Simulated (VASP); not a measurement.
A run of VASP 6.6.1 is set up as follows.

The input INCAR:

```
PREC = Accurate ; ENCUT = 520
EDIFF = 1E-7 ; ISMEAR = 0
SIGMA = 0.1 ; LREAL = F
LASPH = T ; NELM = 100
ALGO = Normal ; ISIF = 2
LWAVE = F ; LCHARG = T
GGA = PE ; LELF = T
LVHAR = T ; NBANDS = 16
```

KPOINTS

```
regular mesh
0
Gamma
  12 12 12
```

The input POSCAR:

```
InAs
1.0
    0.0000000000      3.0931634716      3.0931634716
    3.0931634716      0.0000000000      3.0931634716
    3.0931634716      3.0931634716      0.0000000000
In As
1 1
Direct
    0.0000000000      0.0000000000      0.0000000000
    0.2500000000      0.2500000000      0.2500000000
```

Potentials or basis: VASP PAW PBE potentials, release 64 (In_d, As).

Command:

```console
$ cat potpaw_PBE.64/In_d/POTCAR potpaw_PBE.64/As/POTCAR > POTCAR
$ mpirun -np 1 vasp_std > vasp.out
```

(1) Predict the band gap on the k mesh.

(2) What does it give for the pressure?

## Answers

(1) none (metal or under the smearing width).

(2) 0.0 GPa.

Caveat: this crystal is a semiconductor, whose small gap the functional closes, so the metal is an error of the method.

**Measured values to compare with.**

From a printed reference work, data compilation, for a bulk crystal of InAs at 4.2 K: band gap 0.418 eV (direct).

A measured gap of InAs is 0.418 eV (direct; 4.2 K; a printed reference work, data compilation); the calculated 0.00 eV misses it by -0.42 eV. Spin-orbit coupling on As, In is left out. The value is that of PBE on a finite k mesh, which can miss the band edges, without temperature or zero-point motion. Semilocal functionals fall short of measured gaps as a rule.
